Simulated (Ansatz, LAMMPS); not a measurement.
# Site preference of a vacancy of Al in amorphous Al2O3 (155 atoms), part 2 of 3

Aim: make a vacancy of Al at several sites of amorphous Al2O3 (155 atoms), relax each, and compare their energies.

Ansatz 0.2.0; Kohn-Sham DFT, RPBE, PAW (set soft_2), plane waves.

The cell: 62 Al and 93 O. The quench rate of 20 K/ps is many orders above laboratory rates. The network of bonds at the start is that of the classical potential that made the cell. The Brillouin zone is sampled at Γ only, in a cell whose shortest periodic width is 12 Å.

So far. Step 2 (Single point at the start): The r.m.s. force at the start is 0.44 eV/Å. Step 3 (Relaxation): The relaxation converged after 8 steps, 4.25 eV below its start, with a largest force component of 0.029 eV/Å.

### Step 4. Single point at the relaxed geometry

One more single point at the end of the walk gives the fuller output and checks the residual forces.

Input file input.yaml:

```yaml
crystal:
  lattice:
    - [12.051, 0.0, 0.0]
    - [0.0, 12.051, 0.0]
    - [0.0, 0.0, 12.051]
  atoms:
    - { symbol: Al, position: [0.35933, 0.75186, 0.57581] }
    - { symbol: Al, position: [0.81523, 0.85194, 0.52283] }
    - { symbol: Al, position: [0.44543, 0.1445, 0.70993] }
    - { symbol: Al, position: [0.79959, 0.29523, 0.62586] }
    - { symbol: Al, position: [0.97047, 0.66786, 0.4131] }
    - { symbol: Al, position: [0.54735, 0.55147, 0.92366] }
    [... 143 atom lines left out ...]
    - { symbol: O, position: [0.53844, 0.67563, 0.37092] }
    - { symbol: O, position: [0.25472, 0.56753, 0.04885] }
    - { symbol: O, position: [0.53873, 0.31095, 0.44091] }
    - { symbol: O, position: [0.37889, 0.49855, 0.45684] }
    - { symbol: O, position: [0.49548, 0.845, 0.52052] }
    - { symbol: O, position: [0.52439, 0.02486, 0.66312] }
kpoints:
  mp_grid: { grid: [1, 1, 1] }
hamiltonian:
  xc: rpbe
scf:
  occupations: { method: fixed }
output:
  forces: true
  stress: true
  populations: true
  dos:
    method: { smearing: { sigma: 0.15 } }
    de: 0.1
    projected: { site_lists: { Al: [Al], O: [O] } }
  eigenvalues: true
  write_density: true
  write_potential: true
  volumetric_format: npy
```

Command:

```
$ ansatz run input.yaml --threads 4 --pin off --max-ram 8192MiB --backend cpu --events-out ev --progress --plain --runs-dir out
```

Numbers of over 12 decimals in the logs are rounded to 6 here.

Log:

```text
[...]
Crystal: 155 atoms, lattice volume = 1750.126 Å³
Basis set: ecut = 420 eV, 34265 PW (Γ), exchange–correlation on 162×162×162 points (8 copies of the dense FFT grid, shifted against one another)
Bands: 527, of which v1, the nominal top of the filled ones, is band 372 counted from 1 (371 counted from 0)
Symmetry: 1 space group operations
[...]
k-points: 1
[...]
SCF iter   1: F=—  HF=-86647.829985 eV  |F-HF|=—  |Δ(HF+E_count)|=         —  Δρ=4.71e-3  dr2=4.47e-1  ethr=1.77e-3  ⟨swp⟩=5.0  Hψ=1889  notcnv=0  defer=151
[...]
SCF iter  10: F=-86647.775113 eV  HF=-86647.775113 eV  |F-HF|=1.24e-8  |Δ(HF+E_count)|=   3.24e-8  Δρ=1.57e-6  dr2=3.30e-8  ethr=1.34e-11  ⟨swp⟩=21.0  Hψ=4871  notcnv=0
SCF 1 converged in 10 iterations: F = -86647.775113 eV  dr2 = 3.30e-8
[...]
SCF converged after 10 iterations
Free energy (F): -86647.775113 eV
[...]
Internal energy: -86647.775113 eV  (E = F + TS)
E sigma→0 (E₀):  -86647.775113 eV
Fermi energy:    4.958505 eV
[...]
--- Forces (eV/Å), atoms counted from 1 ---
  atom   1  Al     0.00640030     0.00423279     0.00395199
  atom   2  Al     0.00922790     0.01539185     0.00577614
  atom   3  Al     0.00546422     0.00096276     0.00294268
  atom   4  Al    -0.00243541     0.00363044    -0.00534844
  atom   5  Al     0.00324290     0.00270612    -0.00332409
  atom   6  Al    -0.01169877    -0.00577683     0.00336003
  atom   7  Al     0.00587269    -0.00473632     0.00313365
  atom   8  Al    -0.00612249     0.00644276     0.00685807
  atom   9  Al    -0.00460852     0.01503139     0.00311753
  atom  10  Al    -0.01047129     0.00708394     0.00712695
  atom  11  Al     0.01225713    -0.01848211    -0.00549237
  atom  12  Al    -0.00045476     0.00137381     0.00218493
  atom  13  Al     0.00967021     0.00406604     0.00410676
  atom  14  Al     0.00024429     0.02417097    -0.01804641
[...]
atom 154  O     -0.00077307    -0.00649564    -0.00431597
  atom 155  O     -0.00242416    -0.00195105     0.00150784
  max |Σ_I F_I| component: 2.69e-4 eV/Å
--- Stress (GPa, compression-positive) ---
        3.983300      -1.118497      -0.475317
       -1.118502       1.837916       0.389660
       -0.475319       0.389668       2.388552
  P = ⅓ Tr σ = 2.7366 GPa (27.366 kbar)
--- Band table (eV) ---
[...]
--- Löwdin populations: 155 sites ---
  site symbol       q [e]
     0     Al      1.6266
     1     Al      1.6912
     2     Al      1.6348
[...]
154      O      6.8491
  spilling = 0.008335 (of n_electrons = 744.000000)
```

The job ended after 57 s (4 threads of Arm Neoverse V1, shared host; peak memory 2.5 GiB; 3.6 min of CPU time).

The run gave:

```yaml
free_energy: -86647.7751 eV
free_energy_per_atom: -559.0179 eV/atom
scf_cycles: 10
pressure: 2.737 GPa
r_m_s_force_component: 0.00734 eV/Å
longest_force: 0.03228 eV/Å
fermi_energy: 4.959 eV
spacing_of_highest_filled_and_lowest_empty_level: 3.72 eV
spilling_of_the_projection: 0.008335
```

Löwdin charges by element and coordination (they lack the spilled electrons, 0.040 e an atom on average):

| element | coordination | atoms | mean charge (e) | spread | least | most |
| --- | --- | --- | --- | --- | --- | --- |
| Al | all | 62 | 1.37 | 0.0268 | 1.31 | 1.41 |
| Al | 4 | 38 | 1.38 | 0.0139 | 1.36 | 1.41 |
| Al | 5 | 22 | 1.34 | 0.0186 | 1.31 | 1.37 |
| Al | 6 | 2 | 1.31 | 0.0012 | 1.31 | 1.32 |
| O | all | 93 | -0.845 | 0.0176 | -0.889 | -0.789 |
| O | 2 | 11 | -0.874 | 0.0175 | -0.889 | -0.822 |
| O | 3 | 76 | -0.843 | 0.0099 | -0.863 | -0.811 |
| O | 4 | 6 | -0.812 | 0.0172 | -0.839 | -0.789 |

States in the cell by windows of 1 eV, zero at the Fermi level; the larger projections on atomic orbitals stand beside the total:

| from (eV) | to (eV) | total | O p | Al p | O s |
| --- | --- | --- | --- | --- | --- |
| -18 | -17 | 84.6 | 0.4 | 14.6 | 65.8 |
| -17 | -16 | 54.0 | 0.2 | 7.2 | 45.0 |
| -16 | -15 | 7.0 | 0.0 | 1.0 | 5.7 |
| -15 | -7 | 0.0 | 0.0 | 0.0 | 0.0 |
| -7 | -6 | 30.5 | 22.8 | 1.9 | 0.5 |
| -6 | -5 | 60.1 | 45.6 | 5.3 | 1.3 |
| -5 | -4 | 78.8 | 62.2 | 10.8 | 1.7 |
| -4 | -3 | 91.7 | 77.2 | 10.1 | 1.5 |
| -3 | -2 | 108.8 | 97.9 | 7.4 | 1.2 |
| -2 | -1 | 105.8 | 99.6 | 3.5 | 0.8 |
| -1 | 0 | 78.8 | 75.4 | 1.9 | 0.4 |
| 0 | 1 | 3.4 | 3.3 | 0.1 | 0.0 |
| 1 | 3 | 0.0 | 0.0 | 0.0 | 0.0 |
| 3 | 4 | 2.0 | 0.0 | 0.1 | 0.6 |
| 4 | 5 | 0.1 | 0.0 | 0.0 | 0.0 |

With fixed occupations the program's Fermi level is the highest filled level; weight inside the gap is the broadening of levels at its edges.

Between -20 and -18 eV lie 40 more states.

The levels nearest the highest filled one (over half full), pooled over k-points and spins:

| level less the highest filled one (eV) | occupation |
| --- | --- |
| -0.176 | 2 |
| -0.154 | 2 |
| -0.127 | 2 |
| -0.0811 | 2 |
| -0.0445 | 2 |
| 0 | 2 |
| 3.72 | 0 |
| 5.20 | 0 |
| 5.37 | 0 |
| 5.43 | 0 |
| 5.47 | 0 |
| 5.63 | 0 |

Electrostatic potential energy in the ab plane at fractional z = 0.171, with atoms of Al and O within 0.2 Å of it. With pseudopotentials it is smooth inside the atoms' cores, unlike the true potential.

Ten even steps from '0' (-28 eV) to '9' (12 eV), each cell a mean:
```
9853699886567887545547899700079999
8776899864554687457646899964589999
5444688754664588654457999988899998
4565478874445789887788999999999987
4454578987777899999888898658998887
7656789999989999999877773002776677
8412799999998999999865574003645446
7100488889888898425876678878546646
8633554578888887203888889998744457
9987466557899888756788999999877788
9987456558999988644468779999999999
9998655578999987467543002899999999
9999988899999997545454002778899999
9999999999999998765678755445789999
9999999999999999988899864554678999
9999999999999999999999875445788888
8999999999999999999999976678888777
5689999999988889999999720489987666
0058999878865567999999832589998874
4466677101545655899999876678999997
8645545101546645799988754457899999
8645646778865457899411554457899999
8754457999988788888300587677899999
9865688998888888765556899721289999
```
Columns run along a (12.1 Å; values clipped at the 3rd and 97th percentile), rows up along b (12.1 Å). Atoms in or near the plane, at fractional coordinates: Al at (0.31, 0.89), Al at (0.54, 0.94), Al at (0.06, 0.84), Al at (0.53, 0.50), Al at (0.38, 0.16), Al at (0.18, 0.58), O at (0.76, 0.75), O at (0.80, 0.98), O at (0.24, 0.16), O at (0.67, 0.49), O at (0.07, 0.68).

Valence density in the ab plane at fractional z = 0.171, with atoms of Al and O within 0.2 Å of it. It is the smooth field of the valence electrons, not physical close to the nuclei.

Values in e/Å³, 13 rows by 16 columns, each cell a mean:
```
0.3 1.2 0.4 0.1 0.1 0.2 0.4 0.2 0.1 0.1 0.1 0.2 2.8 2.5 0.2 0.0
0.1 0.2 0.2 0.3 0.2 0.1 0.3 0.3 0.1 0.1 0.1 0.1 0.2 0.2 0.1 0.1
0.2 0.2 0.2 0.2 0.1 0.1 0.1 0.1 0.1 0.1 0.1 0.9 1.9 0.3 0.2 0.2
1.3 2.8 0.4 0.1 0.1 0.1 0.1 0.3 0.4 0.1 0.2 1.8 3.9 0.6 0.1 0.2
1.2 2.8 0.5 0.2 0.4 0.3 0.2 1.4 2.4 0.3 0.1 0.2 0.2 0.1 0.1 0.2
0.1 0.2 0.1 0.1 0.2 0.1 0.1 0.3 0.5 0.2 0.6 0.4 0.1 0.0 0.1 0.0
0.0 0.1 0.2 0.1 0.0 0.0 0.1 0.2 0.1 0.4 3.6 2.8 0.2 0.1 0.1 0.0
0.0 0.1 0.1 0.1 0.0 0.0 0.0 0.1 0.1 0.1 0.6 0.5 0.2 0.5 0.4 0.1
0.1 0.0 0.0 0.0 0.0 0.0 0.0 0.0 0.0 0.0 0.2 0.3 0.2 0.3 0.3 0.1
1.6 0.4 0.1 0.1 0.1 0.1 0.1 0.1 0.0 0.1 0.8 2.6 0.5 0.1 0.1 0.6
2.0 0.5 0.3 2.5 2.6 0.3 0.1 0.1 0.1 0.1 0.4 0.9 0.3 0.1 0.1 0.6
0.2 0.1 0.2 1.5 1.5 0.2 0.1 0.1 0.3 2.2 1.4 0.2 0.1 0.1 0.0 0.1
0.2 0.8 0.4 0.1 0.1 0.3 0.5 0.2 0.3 2.1 1.2 0.3 1.6 1.4 0.1 0.0
```
Columns run along a (12.1 Å), rows up along b (12.1 Å). Atoms in or near the plane, at fractional coordinates: Al at (0.31, 0.89), Al at (0.54, 0.94), Al at (0.06, 0.84), Al at (0.53, 0.50), Al at (0.38, 0.16), Al at (0.18, 0.58), O at (0.76, 0.75), O at (0.80, 0.98), O at (0.24, 0.16), O at (0.67, 0.49), O at (0.07, 0.68).

Filled and empty levels are parted by 3.72 eV (at Γ alone); a semilocal functional tends to put such gaps too low. In a disordered cell it changes from sample to sample, and tail or defect levels can set it. Mean Löwdin charges: Al +1.37, O -0.84 e (they miss 0.83 % of the electrons, so they add up to more than the cell's charge).

### Step 5. Vacancy of Al, site Al11

The site has 4 bonded neighbours (O4) at 1.79 Å on average, by cutoffs that count no bonds between two metal atoms or like ions. The change is made in the relaxed cell and the atoms are relaxed again, with spin allowed.

Input file input.yaml:

```yaml
crystal:
  lattice:
    - [12.051, 0.0, 0.0]
    - [0.0, 12.051, 0.0]
    - [0.0, 0.0, 12.051]
  atoms:
    [... atom lines 1 to 7 left out ...]
    - { symbol: Al, position: [0.84486, 0.92939, 0.0513] }
    - { symbol: Al, position: [0.20271, 0.10959, 0.82025] }
    - { symbol: Al, position: [0.79107, 0.86515, 0.79603] }
    - { symbol: Al, position: [0.16324, 0.51933, 0.93785] }
    - { symbol: Al, position: [0.2774, 0.49755, 0.56306] }
    - { symbol: Al, position: [0.31416, 0.89273, 0.16637] }
    - { symbol: Al, position: [0.15446, 0.38864, 0.37946] }
    [... atom lines 15 to 154 left out ...]
magnetization:
  spin_polarized: true
kpoints:
  mp_grid: { grid: [1, 1, 1] }
hamiltonian:
  xc: rpbe
scf:
  occupations: { method: fermi_dirac, width: 0.025 }
  lower_state_search: "off"
output:
  forces: true
  eigenvalues: true
relax:
  f_tol: 0.05
  max_steps: 90
```

Log:

```text
[...]
Crystal: 154 atoms, lattice volume = 1750.126 Å³
Basis set: ecut = 420 eV, 34265 PW (Γ), exchange–correlation on 162×162×162 points (8 copies of the dense FFT grid, shifted against one another)
Bands: 526, of which v1, the nominal top of the filled ones, is band 371 counted from 1 (370 counted from 0)
Symmetry: 1 space group operations
[...]
k-points: 1
[...]
Starting moments: Σ|m| = 2.4 μB on 4 of 154 sites
[...]
SCF iter   1: F=—  HF=-86171.238584 eV  |F-HF|=—  |Δ(HF+E_count)|=         —  Δρ=6.42e-2 (↑6.25e-2 ↓6.42e-2)  dr2=2.96e2  dr2_m=1.27e0  M=3.000 μB ∫|m|=3.108 μB  β_m=0.30  ethr=3.10e-3  ⟨swp⟩=6.0  Hψ=4502  notcnv=0  defer=98
[...]
spin=Collinear: Resta preconditioning applied to the charge; magnetization (m = ρ↑ − ρ↓) channel mixes plain (no charge-response kernel on spin).
SCF iter   2: F=—  HF=-86108.798334 eV  |F-HF|=—  |Δ(HF+E_count)|=    6.24e1  Δρ=3.56e-2 (↑2.83e-2 ↓3.56e-2)  dr2=8.02e1  dr2_m=1.64e0  M=2.981 μB ∫|m|=3.162 μB  β_m=0.30  ethr=3.10e-3  ⟨swp⟩=2.5  Hψ=1970  notcnv=0  defer=294
SCF iter   3: F=—  HF=-86100.043135 eV  |F-HF|=—  |Δ(HF+E_count)|=    8.76e0  Δρ=3.17e-2 (↑2.43e-2 ↓3.17e-2)  dr2=5.99e1  dr2_m=1.14e0  M=1.000 μB ∫|m|=1.523 μB  β_m=0.30  ethr=3.10e-3  ⟨swp⟩=3.0  Hψ=1971  notcnv=0  defer=294
[...]
SCF iter  11: F=—  HF=-86095.660181 eV  |F-HF|=—  |Δ(HF+E_count)|=   1.69e-2  Δρ=4.33e-3 (↑1.21e-3 ↓4.33e-3)  dr2=3.62e-1  dr2_m=7.37e-2  M=2.999 μB ∫|m|=3.179 μB  β_m=0.30  ethr=8.39e-5  ⟨swp⟩=2.0  Hψ=811  notcnv=0  defer=294
[...]
spin-set hold released at iteration 11 (site moments contracting): the magnetisation degrees of freedom join the quasi-Newton model from the next iteration; the mixer history was flushed
SCF iter  12: F=—  HF=-86095.710626 eV  |F-HF|=—  |Δ(HF+E_count)|=   5.04e-2  Δρ=6.02e-3 (↑1.08e-3 ↓6.02e-3)  dr2=1.13e0  dr2_m=1.22e-1  M=2.999 μB ∫|m|=3.196 μB  β_m=0.16  ethr=4.89e-5  ⟨swp⟩=2.5  Hψ=1387  notcnv=0  defer=294  recentre
SCF iter  13: F=—  HF=-86095.662299 eV  |F-HF|=—  |Δ(HF+E_count)|=   4.83e-2  Δρ=3.25e-3 (↑8.61e-4 ↓3.25e-3)  dr2=2.17e-1  dr2_m=4.76e-2  M=2.999 μB ∫|m|=3.184 μB  β_m=0.18  ethr=4.89e-5  ⟨swp⟩=3.0  Hψ=1352  notcnv=0  defer=294
[...]
SCF iter  23: F=—  HF=-86095.705337 eV  |F-HF|=—  |Δ(HF+E_count)|=   5.91e-6  Δρ=1.09e-4 (↑1.51e-5 ↓1.09e-4)  dr2=3.19e-4  dr2_m=4.32e-5  M=2.999 μB ∫|m|=3.217 μB  β_m=0.35  ethr=1.91e-8  ⟨swp⟩=2.0  Hψ=1369  notcnv=0  defer=294
SCF iter  24: F=-86095.705317 eV  HF=-86095.705326 eV  |F-HF|=9.25e-6  |Δ(HF+E_count)|=   1.13e-5  Δρ=2.55e-5 (↑1.05e-5 ↓2.55e-5)  dr2=1.73e-5  dr2_m=2.90e-6  M=2.999 μB ∫|m|=3.216 μB  ethr=8.43e-9  ⟨swp⟩=13.5  Hψ=6243  notcnv=0
SCF 1 converged in 24 iterations: F = -86095.705317 eV  dr2 = 1.73e-5
[...]
relax step   1: F+E_penalty+E_count = -86095.70531655 eV  Δ(F+E_penalty+E_count) = +0.000e0 eV  max|allowed force component| = 1.744e0 eV/Å  Δτ_max = 0.0000 Å  (24 SCF iters, dr2 threshold 6.25e-5 eV, accepted)
[... from here on, the SCF cycles and remarks between the steps are left out ...]
relax step   2: F+E_penalty+E_count = -86096.34266318 eV  Δ(F+E_penalty+E_count) = -6.373e-1 eV  max|allowed force component| = 1.430e0 eV/Å  Δτ_max = 0.1237 Å  (16 SCF iters, dr2 threshold 1.00e-4 eV, accepted)
relax step   3: F+E_penalty+E_count = -86097.01722490 eV  Δ(F+E_penalty+E_count) = -6.746e-1 eV  max|allowed force component| = 1.147e0 eV/Å  Δτ_max = 0.1931 Å  (18 SCF iters, dr2 threshold 1.00e-4 eV, accepted)
relax step   4: F+E_penalty+E_count = -86097.49603266 eV  Δ(F+E_penalty+E_count) = -4.788e-1 eV  max|allowed force component| = 1.180e0 eV/Å  Δτ_max = 0.2000 Å  (20 SCF iters, dr2 threshold 1.00e-4 eV, accepted)
relax step   5: F+E_penalty+E_count = -86097.83275015 eV  Δ(F+E_penalty+E_count) = -3.367e-1 eV  max|allowed force component| = 4.591e-1 eV/Å  Δτ_max = 0.1968 Å  (20 SCF iters, dr2 threshold 1.00e-4 eV, accepted)
relax step   6: F+E_penalty+E_count = -86097.92579379 eV  Δ(F+E_penalty+E_count) = -9.304e-2 eV  max|allowed force component| = 5.166e-1 eV/Å  Δτ_max = 0.2000 Å  (22 SCF iters, dr2 threshold 3.19e-5 eV, accepted)
relax step   7: F+E_penalty+E_count = -86097.99038968 eV  Δ(F+E_penalty+E_count) = -6.460e-2 eV  max|allowed force component| = 2.293e-1 eV/Å  Δτ_max = 0.0672 Å  (21 SCF iters, dr2 threshold 4.04e-5 eV, accepted)
relax step   8: F+E_penalty+E_count = -86098.00872205 eV  Δ(F+E_penalty+E_count) = -1.833e-2 eV  max|allowed force component| = 1.575e-1 eV/Å  Δτ_max = 0.0532 Å  (24 SCF iters, dr2 threshold 1.04e-5 eV, accepted)
relax step   9: F+E_penalty+E_count = -86097.96694439 eV  Δ(F+E_penalty+E_count) = +4.178e-2 eV  max|allowed force component| = 3.109e-1 eV/Å  Δτ_max = 0.0995 Å  (27 SCF iters, dr2 threshold 4.89e-6 eV, rejected (line search))
relax step  10: F+E_penalty+E_count = -86098.02564690 eV  Δ(F+E_penalty+E_count) = -1.692e-2 eV  max|allowed force component| = 6.263e-2 eV/Å  Δτ_max = 0.0312 Å  (35 SCF iters, accepted)
relax step  11: F+E_penalty+E_count = -86098.02746450 eV  Δ(F+E_penalty+E_count) = -1.818e-3 eV  max|allowed force component| = 5.154e-2 eV/Å  Δτ_max = 0.0115 Å  (26 SCF iters, accepted)
relax step  12: F+E_penalty+E_count = -86098.02344839 eV  Δ(F+E_penalty+E_count) = +4.016e-3 eV  max|allowed force component| = 1.559e-1 eV/Å  Δτ_max = 0.0306 Å  (29 SCF iters, rejected (line search))
relax step  13: F+E_penalty+E_count = -86098.03058046 eV  Δ(F+E_penalty+E_count) = -3.116e-3 eV  max|allowed force component| = 4.599e-2 eV/Å  Δτ_max = 0.0150 Å  (24 SCF iters, accepted)
SCF converged after 24 iterations
Magnetization: 2.9784 μB (371.9892 up, 369.0108 down)
Absolute magnetization: 3.2463 μB (∫|ρ↑−ρ↓|, with the PAW one-centre terms)
[...]
Per-site moments (μB) at R_I (Å): [(3.436588101802946e-5, 0.747159), (-0.000321358, 0.732077), (-0.000126321, 0.703891), (-0.000166161, 0.753076), (3.092574976381399e-5, [...]
Free energy (F): -86098.030580 eV
[...]
Internal energy: -86097.961007 eV  (E = F + TS)
E sigma→0 (E₀):  -86097.995794 eV
Entropy (-TS):   -0.069573 eV (-0.452 meV/atom)
Fermi energy:    4.756726 eV
[...]
Σ components = -86098.030580   (vs F -86098.030580, Δ=0.00e0)
--- Forces (eV/Å), atoms counted from 1 ---
  atom   1  Al     0.01089795    -0.00235567     0.00244405
  atom   2  Al    -0.00192746    -0.01234042    -0.02888952
  atom   3  Al    -0.01196981    -0.00418657    -0.00786255
  atom   4  Al    -0.00429544    -0.00743265    -0.00437436
[...]
atom 154  O      0.00599573    -0.00406652     0.00429475
  max |Σ_I F_I| component: 3.62e-4 eV/Å
--- Band table (eV) ---
[...]
--- Relaxed structure (13 steps of the walk, 11 accepted, 0 SCFs on fresh bases) ---
  F+E_penalty+E_count = -86098.03058046 eV   max|allowed force component| = 4.599e-2 eV/Å
  atoms:
    - { symbol: Al, position: [0.360484, 0.753860, 0.575996] }
    - { symbol: Al, position: [0.813353, 0.855081, 0.523165] }
    - { symbol: Al, position: [0.447792, 0.147662, 0.713623] }
    - { symbol: Al, position: [0.807408, 0.281457, 0.629562] }
[...]
- { symbol: O, position: [0.525300, 0.028053, 0.665892] }
```

Elapsed: 29 min, on 4 threads; peak memory 4.4 GiB.

The relaxation converged after 13 steps, 2.33 eV below its start, with a largest force component of 0.046 eV/Å.

The surroundings of the place of the removed atom, after relaxation: 15 atoms, nearest first, with positions taken from that point. Atoms keep their numbers of the cell before the removal, where the removed atom was number 11.

| atom | x | y | z | distance (Å) | bonds | moment (μB) |
| --- | --- | --- | --- | --- | --- | --- |
| O86 | -0.42 | -0.44 | -1.67 | 1.78 | 3 | 0.03 |
| O73 | -0.09 | 1.53 | 0.95 | 1.80 | 2 | 0.18 |
| O139 | 1.79 | -0.47 | -0.20 | 1.86 | 3 | 0.13 |
| Al24 | 0.51 | -1.86 | -0.69 | 2.05 | 6 | 0.00 |
| O136 | -0.58 | -2.14 | 0.85 | 2.37 | 2 | 0.56 |
| Al58 | -2.01 | 0.34 | -1.47 | 2.51 | 4 | 0.00 |
| O143 | -2.50 | -0.25 | 0.14 | 2.52 | 3 | 0.07 |
| Al40 | -0.46 | 0.99 | 2.55 | 2.78 | 4 | 0.00 |
| O144 | -1.03 | -0.71 | 2.60 | 2.89 | 3 | 0.22 |
| Al46 | 0.00 | 3.13 | 0.23 | 3.14 | 4 | 0.00 |
| Al48 | 2.55 | -0.35 | -1.87 | 3.18 | 4 | 0.00 |
| Al51 | -2.34 | -1.71 | 1.32 | 3.19 | 6 | 0.00 |
| Al45 | 3.10 | -0.42 | 1.03 | 3.30 | 4 | 0.00 |
| O109 | 1.67 | -1.85 | -2.25 | 3.36 | 3 | 0.02 |
| Al4 | 0.12 | -0.21 | -3.40 | 3.41 | 5 | 0.00 |

The column of bonds counts only the pairs O-Al within 2.27 Å; other neighbours, such as metal atoms beside each other in a compound, aren't counted, and periodic images can show an atom twice.

The largest move is 0.67 Å, by Al24.

### Step 6. Vacancy of Al, site Al51

The site has 6 bonded neighbours (O6) at 1.97 Å on average. 

Input and log are left out; they have the form of those shown for this kind of step.

It took 33 min on 4 threads of Arm Neoverse V1, shared host; peak memory 4.4 GiB; 2.2 h of CPU time.

The relaxation converged after 20 steps, 2.86 eV below its start, with a largest force component of 0.023 eV/Å.

The surroundings of the place of the removed atom, after relaxation: 10 atoms, nearest first, with positions taken from that point. Atoms keep their numbers of the cell before the removal, where the removed atom was number 51.

| atom | x | y | z | distance (Å) | bonds | moment (μB) |
| --- | --- | --- | --- | --- | --- | --- |
| O136 | 1.63 | -0.10 | -0.82 | 1.83 | 2 | 0.44 |
| O94 | -0.75 | -1.53 | -1.45 | 2.24 | 2 | 0.58 |
| O144 | 1.58 | 0.89 | 1.37 | 2.27 | 2 | 0.21 |
| O143 | -0.19 | 1.82 | -1.49 | 2.36 | 3 | 0.03 |
| O77 | -2.38 | 0.32 | 0.04 | 2.40 | 3 | 0.01 |
| O93 | -0.62 | -0.94 | 2.17 | 2.45 | 4 | 0.02 |
| Al11 | 1.58 | 1.61 | -1.32 | 2.62 | 5 | 0.00 |
| Al33 | -1.78 | 1.80 | -0.70 | 2.63 | 4 | 0.00 |
| Al61 | 1.44 | -0.54 | 2.45 | 2.89 | 5 | 0.00 |
| Al43 | -2.43 | -0.32 | 1.69 | 2.97 | 5 | 0.00 |

The column of bonds counts only the pairs O-Al within 2.49 Å; other neighbours, such as metal atoms beside each other in a compound, aren't counted, and periodic images can show an atom twice.

The largest move is 1.04 Å, by O101.

(Continued in part 3 of 3.)

[Logs are printed without paths, hosts, clocks, repeated set-up lines and the standing remarks that a program may print on its own settings, such as how far it seeks lower states.]

[Hosts, paths, dates, database ids (printed as entryN), source tags and the programs' standing remarks are cut or masked in the printed files.]
